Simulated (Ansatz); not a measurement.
GeTe (alpha-GeTe type, space group R3m)

```
GeTe
1.0
    2.09351     1.20869     3.68680
   -2.09351     1.20869     3.68680
    0.00000    -2.41737     3.68680
Ge Te
1 1
Direct
  0.23184   0.23184   0.23184
  0.76816   0.76816   0.76816
```

In this cell atom 1 (Ge, nearest neighbour Te at 2.815 Å; its periodic images, 4.2 Å or more away, move with it) is moved by s along Cartesian [111], unit vector (0.577, 0.577, 0.577); all other atoms and the cell stay fixed.

Level of theory: r2SCAN (plane waves to 500 eV, PAW, scalar-relativistic; Ansatz, a program for electronic structure). k mesh 8×8×8 (Γ-centred), Fermi-Dirac smearing 0.05 eV. The energy includes the smearing's −TS. GeTe was relaxed with its symmetry unable to fall. Spin-orbit coupling is left out, though Te is heavy. ΔE is measured from the undisplaced structure.

```tsv
s (Å)	ΔE (meV/cell)
-0.280	156.7
-0.224	93.6
-0.168	48.7
-0.112	19.7
-0.056	4.3
0.000	0.0
0.056	4.2
0.112	14.4
0.168	withheld
0.224	43.0
0.280	57.9
```

**Question.** Fit a polynomial form (powers 2, 3, 4) to the given rows and predict ΔE at s = 0.168.

**Answer.** Least squares on the 10 given rows: ΔE = (1347)·s² + (-2248)·s³ + (281.0)·s⁴, in meV/cell with s in Å; root-mean-square residual 0.29 meV/cell. At 0.168 the fit gives 27.6 meV/cell; the calculation gives 28.0 meV/cell, so the interpolation is off by -0.4 (-1.4 %). The quadratic term alone would give 38.0 meV/cell.

(For displaced atoms, the force is minus the slope of the energy, and its curvature is a force constant, which sets phonon frequencies.)
